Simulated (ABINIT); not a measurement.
Input of an ABINIT 10.8.3 (patched build) run:

run.abi

```
# Datasets: one volume each
ndtset 7
getwfk -1
scalecart1 3*0.9795861087
scalecart2 3*0.9864848297
scalecart3 3*0.9932883884
scalecart4 3*1.0000000000
scalecart5 3*1.0066227096
scalecart6 3*1.0131594038
scalecart7 3*1.0196128224

# Pseudopotentials
pp_dirpath "./"
pseudos "C.GGA_PBE-JTH.xml"

# Structure
acell 3*1.0 Angstrom
rprim
     0.0000000000     1.7833700000     1.7833700000
     1.7833700000     0.0000000000     1.7833700000
     1.7833700000     1.7833700000     0.0000000000
ntypat 1
znucl 6
natom 2
typat 1 1
xred
     0.7500000000     0.7500000000     0.7500000000
     0.5000000000     0.5000000000     0.5000000000

# Plane-wave basis
ecut 20.0
pawecutdg 40.0

# k points
kptopt 1
ngkpt 13 13 13
nshiftk 1
shiftk 0.0 0.0 0.0

# Exchange and correlation
ixc -106132
vdw_xc 6

# Bands and occupations
nband 8
occopt 3
tsmear 0.00183747

# SCF cycle
nstep 100
tolvrs 1.0e-9

# Output
iomode 3
prtwf 1
prtden 0
prteig 0
prtebands 0
```

Potentials or basis: JTH PAW PBE v2.0.

Run with:

```sh
$ abinit run.abi > log 2>&1
```

Question: Estimate the equilibrium volume.

Answer: 5.67 Å³/atom.

Question: Estimate the bulk modulus.

Answer: 432 GPa.

Question: Predict the pressure derivative of the bulk modulus.

Answer: 4.1.

Energy against volume, from the lowest point:
```tsv
volume (Å³/atom)	energy (meV/atom)
5.332	29.56
5.445	12.41
5.558	2.87
5.672	0.00
5.785	3.18
5.899	11.94
6.012	25.64
```

Caveat: pressures at fixed basis lie under the slope of the energies; the PAW data sets were made with another functional, which shifts forces and pressure a little; the atomic spheres overlap.

**Measured values to compare with.**

From “Equation of state of cubic boron nitride at high pressures and temperatures”, 2007, arxiv:cond-mat/0702656, for a bulk crystal of C: bulk modulus 442 ± 5 GPa.

Measured bulk modulus of C: 442 GPa (quoted in “Equation of state of cubic boron nitride at high pressures and temperatures”, 2007, arxiv:cond-mat/0702656). This calculation gives 432 GPa (-2.4 %). 3 values of this kind are on record (442 to 444.8 GPa); this one was drawn at random among those near their median, those with a stated uncertainty first. The fit is for a static lattice scaled at fixed shape and fixed fractional positions. The cell as given is a measured one (5.67 Å³/atom); BP86+D3 puts the equilibrium volume -0.1 % from it, thermal expansion not counted.
